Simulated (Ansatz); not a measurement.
Runs of Ansatz 0.2.0 on Pb. The structure is cubic, space group Fm-3m (No. 225). Conventional cell: a = 4.950 Å, b = 4.950 Å, c = 4.950 Å, α = 90.00°, β = 90.00°, γ = 90.00°. Pb (site symmetry m-3m) has 12 Pb at 3.50 Å as nearest neighbours. 

| task | level | spin | k mesh | cutoff (eV) | points for each segment of the path | q mesh | gap on the mesh (eV) | V0 of scaled cells (Å³/atom) | B0 (GPa) |
| --- | --- | --- | --- | --- | --- | --- | --- | --- | --- |
| band structure | PBEsol | SOC, no magnetisation | 9 × 9 × 9 | 420 | 14 | - | none | - | - |
| equation of state | r2SCAN | off | 9 × 9 × 9 | 500 | - | - | - | 31.04 | 45 |
| phonons | PBEsol | off | 8 × 8 × 8 | 420 | 8 | 4 × 4 × 4 | none | - | - |
| equation of state | LDA | off | 9 × 9 × 9 | 420 | - | - | - | 28.99 | (a) |

Alike in all rows: potentials or basis Ansatz PAW; cell as given; smearing fermi-dirac 0.05 eV.

Task: Fill in the values left out.

Result: (a) 54.

Caveats: the PAW data sets come from PBE, with cores solved anew for the run's functional, which leaves a small shift of forces and pressure (some runs); the PAW data sets were made with another functional, which shifts forces and pressure a little (some runs); some levels weren't fully converged (some runs).

A k mesh can miss the band edges, and rows without SOC leave out spin-orbit coupling on Pb.

A gap of «none» marks a metal or a gap under the smearing width.

Runs at the PBE level aren't shown here.
